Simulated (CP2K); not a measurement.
Runs of CP2K 2026.2 on HfN. Symmetry: Fm-3m, No. 225, cubic system. Conventional cell: a = 4.512 Å, b = 4.512 Å, c = 4.512 Å, α = 90.00°, β = 90.00°, γ = 90.00°. Hf (site symmetry m-3m) has 6 N at 2.26 Å as nearest neighbours. N (site symmetry m-3m) has 6 Hf at 2.26 Å as nearest neighbours. 

| task | level | potentials or basis | cell | smearing | EPS_DEFAULT | NGRIDS | points a segment of the path (NPOINTS) | bands added on the path | CUTOFF of the grids | gap on the mesh (eV) | pressure (GPa) | V0 of scaled cells (Å³/atom) | B0 (GPa) |
| --- | --- | --- | --- | --- | --- | --- | --- | --- | --- | --- | --- | --- | --- |
| band structure | TB-mBJ | POTENTIAL_UZH Hf GTH-PBE-q12, N GTH-PBE-q5; TZVP-MOLOPT-PBE-GTH basis | as given | fermi-dirac 0.01 eV | 1.0E-10 | 4 | 10 | 4 | 675 Ry | none | - | - | - |
| equation of state | PBE | POTENTIAL_UZH Hf GTH-PBE-q12, N GTH-PBE-q5; TZVP-MOLOPT-PBE-GTH basis | as given | fermi-dirac 0.05 eV | 1.0E-10 | 4 | - | - | 450 Ry | - | - | 11.57 | 268 |
| band structure | PBEsol | POTENTIAL_UZH Hf GTH-PBE-q12, N GTH-PBE-q5; TZVP-MOLOPT-PBE-GTH basis | as given | fermi-dirac 0.0259 eV | 1.0E-9 | 5 | 6 | 2 | 450 Ry | none | (b) | - | - |
| band structure | PBE | POTENTIAL_UZH Hf GTH-PBE-q12, N GTH-PBE-q5; TZVP-MOLOPT-PBE-GTH basis | as given | fermi-dirac 0.0259 eV | 1.0E-10 | 4 | 8 | 6 | 450 Ry | none | 2.1 | - | - |
| single point | PBE | POTENTIAL_UZH Hf GTH-PBE-q12, N GTH-PBE-q5; TZVP-MOLOPT-PBE-GTH basis | the cell as VASP's run set it | gaussian 0.05 eV | 1.0E-10 | 5 | - | - | 450 Ry | none | 2.1 | - | - |
| equation of state | PBEsol | POTENTIAL_UZH Hf GTH-PBE-q12, N GTH-PBE-q5; TZVP-MOLOPT-PBE-GTH basis | as given | fermi-dirac 0.05 eV | 1.0E-9 | 5 | - | - | 450 Ry | - | - | 11.31 | (a) |
| band structure | PBE | POTENTIAL_UZH Hf GTH-PBE-q12, N GTH-PBE-q5; TZVP-MOLOPT-PBE-GTH basis | as given | fermi-dirac 0.1 eV | 1.0E-9 | 5 | 6 | 6 | 450 Ry | none | 2.1 | - | - |
| band structure | r2SCAN | POTENTIAL_UZH Hf GTH-SCAN-q12, N GTH-SCAN-q5; TZVP-MOLOPT-SCAN-GTH basis | as given | fermi-dirac 0.1 eV | 1.0E-9 | 4 | 6 | 2 | 675 Ry | none | -4.8 | - | - |

Alike in all rows: no spin polarisation; k mesh 10 × 10 × 10.

Task: Estimate the missing entries.

Result: (a) 285; (b) -4.3.

Caveats: the basis of atomic orbitals isn't converged, which shifts pressures, moduli and gaps; the potentials were made for another functional, which shifts forces and pressure (some runs); this is a model potential without an energy functional, so only levels have meaning (some runs).

A k mesh can miss the band edges, and the runs leave out spin-orbit coupling on Hf.

A gap of «none» marks a metal or a gap under the smearing width.

Not every run made on this cell is shown here.
